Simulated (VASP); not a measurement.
# SiC (Cmc2_1) in VASP: settings compared, part 2 of 2

VASP 6.6.1. The steps go on from the part before.

### Step 4. Electrostatic potential, PBE

This run uses another cell than the first one, of 10.97 Å³/atom, 1.045 times its volume.

INCAR

```
ALGO = Normal
EDIFF = 1E-6
ENCUT = 520
GGA = PE
ISIF = 2
ISMEAR = 0
KPAR = 8
LASPH = True
LCHARG = True
LREAL = False
LVHAR = True
LWAVE = False
NELM = 80
PREC = Accurate
SIGMA = 0.02
```

KPOINTS

```
k-points
0
Gamma
  8 5 5
```

POSCAR

```
SiC                                     
1.0
    3.1943307161      0.0000000000      0.0000000000
    0.0000000000      5.1748157601      0.0000000000
    0.0000000000      0.0000000000      5.3094631615
  Si              C             
     4     4
Direct
     0.0000000000000000    0.9986342507864560    0.3331225508617143
     0.5000000000000000    0.9986342507864560    0.8331225508617144
     0.5000000000000000    0.4986342507864558    0.1668774491382856
     0.0000000000000000    0.4986342507864558    0.6668774491382856
     0.0000000000000000    0.6233657492135439    0.3301318802643919
     0.5000000000000000    0.6233657492135439    0.8301318802643918
     0.5000000000000000    0.1233657492135441    0.1698681197356082
     0.0000000000000000    0.1233657492135441    0.6698681197356082
```

Potentials or basis: VASP PAW PBE potentials, release 64 (Si, C).

Launch:

```console
> cat potpaw_PBE.64/Si/POTCAR potpaw_PBE.64/C/POTCAR > POTCAR
> mpirun -np 8 vasp_std > vasp.out
```

OUTCAR:

```text
EDIFF = 1E-6
   ENCUT = 520
   GGA = PE
   ISIF = 2
   ISMEAR = 0
   LASPH = True
   LREAL = False
   NELM = 80
   PREC = Accurate

 ion  position               nearest neighbor table
   1  0.000  0.999  0.333-   8 1.90   7 1.93   7 1.93   5 1.94   2 3.10   2 3.10   2 3.10   2 3.10
                             4 3.14   4 3.14
   2  0.500  0.999  0.833-   7 1.90   8 1.93   8 1.93   6 1.94   1 3.10   1 3.10   1 3.10   1 3.10
                             3 3.14   3 3.14
   3  0.500  0.499  0.167-   6 1.90   5 1.93   5 1.93   7 1.94   4 3.10   4 3.10   4 3.10   4 3.10
                             2 3.14   2 3.14
   4  0.000  0.499  0.667-   5 1.90   6 1.93   6 1.93   8 1.94   3 3.10   3 3.10   3 3.10   3 3.10
                             1 3.14   1 3.14
   5  0.000  0.623  0.330-   4 1.90   3 1.93   3 1.93   1 1.94
   6  0.500  0.623  0.830-   3 1.90   4 1.93   4 1.93   2 1.94
   7  0.500  0.123  0.170-   2 1.90   1 1.93   1 1.93   3 1.94
   8  0.000  0.123  0.670-   1 1.90   2 1.93   2 1.93   4 1.94

  LATTYP: Found a simple orthorhombic cell.
 ALAT       =     3.1943307161
 B/A-ratio  =     1.6200000000
 C/A-ratio  =     1.6621519916

  Lattice vectors:

 A1 = (   3.1943307161,   0.0000000000,   0.0000000000)
 A2 = (   0.0000000000,   5.1748157601,   0.0000000000)
 A3 = (   0.0000000000,   0.0000000000,   5.3094631615)

Analysis of symmetry for initial positions (statically):
=====================================================================
 Subroutine PRICEL returns following result:

  LATTYP: Found a base centered orthorhombic cell.
 ALAT       =     3.1943307161
 B/A-ratio  =     1.6621519916
 C/A-ratio  =     1.6200000000

  Lattice vectors:

 A1 = (   1.5971653581,   0.0000000000,   2.6547315808)
 A2 = (   1.5971653581,   0.0000000000,  -2.6547315807)
 A3 = (   0.0000000000,   5.1748157601,   0.0000000000)

[... 164 lines left out ...]
  Thomas-Fermi vector in A             =   2.306015
   LORBIT       =      0    0 simple, 1 ext, 2 COOP (PROOUT), +10 PAW based schemes
   GGA     = PE    functional components
   LHFCALC =     F    Hartree Fock is set to
   AEXX    =    0.0000 exact exchange contribution
   IVDW    =     0    specifies the selected vdW correction
   LEPSILON=     F    determine dielectric tensor
   LRPA    =     F    only Hartree local field effects (RPA)
 non-spin polarized calculation
 Gauss-broadening in eV      SIGMA  =   0.02
  energy-cutoff  :      520.00
  volume of cell :       87.77
 maximum number of plane-waves:      2382
 NGX is ok and might be reduce to    24
   NGX = 11   NGY = 19   NGZ = 19

 number of electron      31.9999999 magnetization

 Free energy of the ion-electron system (eV)
  ---------------------------------------------------
  ext. energy  EPLUGINS =         0.00000000
  ---------------------------------------------------
  free energy    TOTEN  =       -60.02697379 eV

  energy without entropy =      -60.02697379  energy(sigma->0) =      -60.02697379

 E-fermi :   7.9032     XC(G=0): -11.0960

 val. band max:        7.7746133933   @ k =   0.0000   0.0000   0.0000
 cond. band min:       9.8416499663   @ k =   0.0000   0.0000   0.0000
 fundamental gap:      2.0670365731
 Fermi energy:         7.9031543765

 k-point     1 :       0.0000    0.0000    0.0000
  band No.  band energies     occupation
      1      -7.5017      2.00000
      2      -4.2055      2.00000
      3      -4.1624      2.00000
      4      -2.8441      2.00000
      5      -0.7830      2.00000
      6       0.1654      2.00000
[... 565 lines left out ...]
     20      13.8132      0.00000
     21      13.8398      0.00000

 [... further k-points ...]

------------------------ aborting loop because EDIFF is reached ----------------------------------------

  FORCE on cell =-STRESS in cart. coord.  units (eV):
  Direction    XX          YY          ZZ          XY          YZ          ZX
  --------------------------------------------------------------------------------------
  -------------------------------------------------------------------------------------
  Total       -8.1194158     -5.9198003      0.0556291      0.0000000      0.0000000      0.0000000
  in kB     -148.2210833   -108.0667919      1.0155172      0.0000000      0.0000000      0.0000000
  external PRESSURE =     -85.0907860 kB  Pullay stress =       0.0000000 kB

 VOLUME and BASIS-vectors are now :
 -----------------------------------------------------------------------------
  energy-cutoff  :      520.00
  volume of cell :       87.77
      direct lattice vectors                 reciprocal lattice vectors
     3.194330716  0.000000000  0.000000000     0.313054624  0.000000000  0.000000000
     0.000000000  5.174815760  0.000000000     0.000000000  0.193243595  0.000000000
     0.000000000  0.000000000  5.309463162     0.000000000  0.000000000  0.188342959

 POSITION                                       TOTAL-FORCE (eV/Angst)
 -----------------------------------------------------------------------------------
      0.00000      5.16775      1.76870         0.000000      0.001210      0.001158
      1.59717      5.16775      4.42343         0.000000      0.001210      0.001158
      1.59717      2.58034      0.88603         0.000000      0.001210     -0.001158
      0.00000      2.58034      3.54076         0.000000      0.001210     -0.001158
      0.00000      3.22580      1.75282        -0.000000     -0.001210     -0.000427
      1.59717      3.22580      4.40755        -0.000000     -0.001210     -0.000427
      1.59717      0.63840      0.90191        -0.000000     -0.001210      0.000427
      0.00000      0.63840      3.55664        -0.000000     -0.001210      0.000427
 -----------------------------------------------------------------------------------
    total drift:                                0.000000     -0.000117      0.000001

  FREE ENERGIE OF THE ION-ELECTRON SYSTEM (eV)
  ---------------------------------------------------
  free  energy   TOTEN  =       -60.0269737907 eV

  energy  without entropy=      -60.0269737907  energy(sigma->0) =      -60.02697379
```

stdout:

```text
POSCAR found type information on POSCAR SiC
 POSCAR found :  2 types and       8 ions
 scaLAPACK will be used
 -----------------------------------------------------------------------------
|                                                                             |
|           W    W    AA    RRRRR   N    N  II  N    N   GGGG   !!!           |
|           W    W   A  A   R    R  NN   N  II  NN   N  G    G  !!!           |
|           W    W  A    A  R    R  N N  N  II  N N  N  G       !!!           |
|           W WW W  AAAAAA  RRRRR   N  N N  II  N  N N  G  GGG   !            |
|           WW  WW  A    A  R   R   N   NN  II  N   NN  G    G                |
|           W    W  A    A  R    R  N    N  II  N    N   GGGG   !!!           |
|                                                                             |
|     For optimal performance we recommend to set                             |
|     This setting can greatly improve the performance of VASP for DFT.       |
|     The default, NCORE=1 might be grossly inefficient on modern             |
|     multi-core architectures or massively parallel machines. Do your        |
|     Unfortunately you need to use the default for GW and RPA                |
|     calculations (for HF NCORE is supported but not extensively tested      |
|     yet).                                                                   |
|                                                                             |
 -----------------------------------------------------------------------------

 LDA part: xc-table for (Slater+PW92), standard interpolation
 POSCAR, INCAR and KPOINTS ok, starting setup
 FFT: planning ... GRIDC
 FFT: planning ... GRID_SOFT
 FFT: planning ... GRID
 WAVECAR not read
 entering main loop
```

Wall time 15 s (8 MPI ranks of Intel Xeon Platinum 8488C (Sapphire Rapids), shared host); peak memory 0.22 GiB.

What came out:

```
Free energy            : -60.0270 eV
Pressure               : -8.5 GPa
Band gap on the k mesh : 2.07 eV
```

Caveat: an odd mesh through Γ misses points on the zone boundary, where band edges often lie.

### Step 5. The runs side by side

| task | level | potentials or basis | cell | cutoff (eV) | gap on the mesh (eV) | pressure (GPa) |
| --- | --- | --- | --- | --- | --- | --- |
| electrostatic potential | LDA | VASP PAW LDA potentials, release 64 (Si, C) | Cmc2_1, 10.5 Å³/atom | 520 | 2.09 | -7.0 |
| relaxation of cell and atoms | PBE | VASP PAW PBE potentials, release 64 (Si, C) | relaxed | 600 | 2.07 | -8.6 |
| electrostatic potential | PBE | VASP PAW PBE potentials, release 64 (Si, C) | Cmc2_1, 10.97 Å³/atom | 520 | 2.07 | -8.5 |

Alike in all rows: no spin polarisation; k mesh 8 × 5 × 5; smearing gaussian 0.02 eV.

Caveats: an odd mesh through Γ misses points on the zone boundary, where band edges often lie.

Absolute energies hang on the potentials; compare differences alone.
